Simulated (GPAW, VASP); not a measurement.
This is a calculation of Ag (Silver) for GPAW 26.7.0 (ASE script). 

File run.py:

```python
from ase.dft.bandgap import bandgap
from ase.io import read, write
from ase.units import GPa
from gpaw import GPAW, PW

atoms = read('POSCAR')

calc = GPAW(mode=PW(600),
            xc='PBE',
            kpts={'size': (11, 11, 11), 'gamma': True},
            occupations={'name': 'methfessel-paxton', 'order': 0, 'width': 0.026000000000000002},
            nbands=18,
            convergence={'density': 1e-05, 'energy': 1e-05},
            maxiter=150,
            txt='gpaw.txt')
atoms.calc = calc
energy = atoms.get_potential_energy()
forces = atoms.get_forces()
stress = atoms.get_stress()
calc.write('gs.gpw')
write('result.traj', atoms)
print(f'Energy: {energy:.6f} eV')
print('Forces (eV/A):')
print(forces.round(4))
print('Stress (GPa):', (stress / GPa).round(3))
print('Fermi level:', round(calc.get_fermi_level(), 4), 'eV')
print(f'Gap: {bandgap(calc)[0]:.4f} eV, direct: {bandgap(calc, direct=True)[0]:.4f} eV')
```

Contents of POSCAR:

```
Ag
1.0
    0.0000000000      2.0427500000      2.0427500000
    2.0427500000      0.0000000000      2.0427500000
    2.0427500000      2.0427500000      0.0000000000
Ag
1
Direct
    0.0000000000      0.0000000000      0.0000000000
```

Potentials or basis: GPAW PAW data sets (gpaw-data 1.2.1), pw.

Command:

```console
$ OMP_NUM_THREADS=1 python run.py
```

Problem. What does the same run look like in VASP 6.6.1? Potentials or basis there: PBE PAW files Ag, 520 eV.

Solution. As run (cutoffs and basis follow the program's own potentials, and thresholds, step limits or extra output files can differ):

The input INCAR:

```
PREC = Accurate
ENCUT = 520
EDIFF = 1E-6
ISMEAR = 0
SIGMA = 0.026000000000000002
LREAL = F
LASPH = T
NELM = 80
ALGO = Normal
ISIF = 2
LWAVE = F
LCHARG = F
GGA = PE
NBANDS = 12
```

Contents of KPOINTS:

```
regular mesh
0
Gamma
  11 11 11
```

The input POSCAR:

```
Ag
1.0
    0.0000000000      2.0427500000      2.0427500000
    2.0427500000      0.0000000000      2.0427500000
    2.0427500000      2.0427500000      0.0000000000
Ag
1
Direct
    0.0000000000      0.0000000000      0.0000000000
```

Potentials or basis: VASP PAW PBE potentials, release 64 (Ag).

The run is started by

```console
$ cat potpaw_PBE.64/Ag/POTCAR > POTCAR
$ mpirun -np 1 vasp_std > vasp.out
```

Both were run:

|  | GPAW | VASP |
| --- | --- | --- |
| Pressure | 4.2 GPa | 4.1 GPa |

The potentials hold 17 and 11 valence electrons a cell.

Pressure is positive in compression.
